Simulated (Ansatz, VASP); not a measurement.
# Nb in VASP and in Ansatz

```
CELL_PARAMETERS angstrom
0.00000 2.92640 2.92640
2.92640 0.00000 2.92640
2.92640 2.92640 0.00000
ATOMIC_POSITIONS crystal
Nb 0.00000 0.00000 0.00000
Nb 0.25000 0.25000 0.25000
```

Change from the starting cell: volume scaled by 0.97.

Alike in both runs: task single point; functional PBE; k mesh 11 × 11 × 11; occupations fermi-dirac, width 0.08 eV; no spin polarisation.

|  | VASP | Ansatz |
| --- | --- | --- |
| version | VASP 6.6.1 | Ansatz 0.2.0 |
| potentials or method | VASP PAW PBE potentials, release 64 (Nb_sv), cutoff 520 eV | all-electron LAPW, scalar-relativistic |

|  | VASP | Ansatz | Ansatz less VASP |
| --- | --- | --- | --- |
| pressure (GPa) | 2.1 | 2.1 | 0.00 |

Ansatz ran all-electron here, so the differences hold the error of VASP's frozen core and of both bases.
